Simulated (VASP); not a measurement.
ZnS, 4 atoms in the cell. The typed cell holds 4 atoms: a = 3.782 Å, b = 3.790 Å, c = 6.209 Å, α = 90.10°, β = 90.29°, γ = 120.21°.  The cell isn't the ideal one: equal xy, yz and zx engineering shears of -0.5 %, PAW files.

| Item | Value |
| --- | --- |
| Program | VASP 6.6.1 |
| Task | single point |
| Functional | PBEsol |
| Potentials or basis | VASP PAW PBE potentials, release 64 (Zn, S) |
| Cutoff | 520 eV |
| k mesh | 8 × 8 × 4 |
| Occupations | gaussian, width 0.01 eV |
| Spin | no spin polarisation |
| Dipole correction | no |
| Further INCAR settings | ALGO = Fast; EDIFF = 1e-06; NBANDS = 26 |

Potentials or basis: VASP PAW PBE potentials, release 64 (Zn, S).

Run with:

```bash
$ cat potpaw_PBE.64/Zn/POTCAR potpaw_PBE.64/S/POTCAR > POTCAR
$ mpirun -np 1 vasp_std > vasp.out
```

Hardware: 1 thread of Intel(R) Xeon(R) 6975P-C (Granite Rapids) (shared host).

**Question.** Estimate the wall time of this run.

**Answer.** Wall time 2.4 min on 1 thread of Intel(R) Xeon(R) 6975P-C (Granite Rapids) (shared host), peak memory 0.34 GiB. Counts: scf iterations 17, k points 132.
